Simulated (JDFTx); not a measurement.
The system is SrO.

```
CELL_PARAMETERS angstrom
0.00000 2.56630 2.56630
2.56630 0.00000 2.56630
2.56630 2.56630 0.00000
ATOMIC_POSITIONS crystal
Sr 0.50000 0.50000 0.50000
O 0.00000 0.00000 0.00000
```

Program: JDFTx 1.7.0 (patched build). Alike in all runs: task single point; no spin polarisation; cell as given; smearing fermi-dirac 0.05 eV.

Q: Order these runs on this cell by their pressure, lowest first.
A. level PBEsol; potentials or basis SG15-PBE-1.2 with smoothed tails; k mesh 4 × 4 × 4; cutoff (eV) 1361; local potential set to -Z/r beyond 6 bohr; density cutoff over wavefunction cutoff 8; SCF threshold on the energy 1e-09 Ha; pseudo rcut 6; mesh quality coarse
B. level PBE; potentials or basis PseudoDojo-SR-PBE-0.5-standard; k mesh 9 × 9 × 9; cutoff (eV) 1143; density cutoff over wavefunction cutoff 4; SCF threshold on the energy 1e-08 Ha; mesh quality not flagged
C. level r2SCAN; potentials or basis SG15-PBE-1.2 with smoothed tails; k mesh 4 × 4 × 4; cutoff (eV) 1361; local potential set to -Z/r beyond 6 bohr; density cutoff over wavefunction cutoff 8; SCF threshold on the energy 1e-09 Ha; pseudo rcut 6; mesh quality coarse
D. level LDA; potentials or basis SG15-PBE-1.2 with smoothed tails; k mesh 4 × 4 × 4; cutoff (eV) 1361; local potential set to -Z/r beyond 6 bohr; density cutoff over wavefunction cutoff 8; SCF threshold on the energy 1e-09 Ha; pseudo rcut 6; mesh quality coarse

A: D (-2.8 GPa), A (-0.2 GPa), C (1.3 GPa), B (3.1 GPa).

Caveats: some runs use coarse meshes; the potentials were made for another functional, which shifts forces and pressure (some runs).

Not every run made on this cell is shown here.
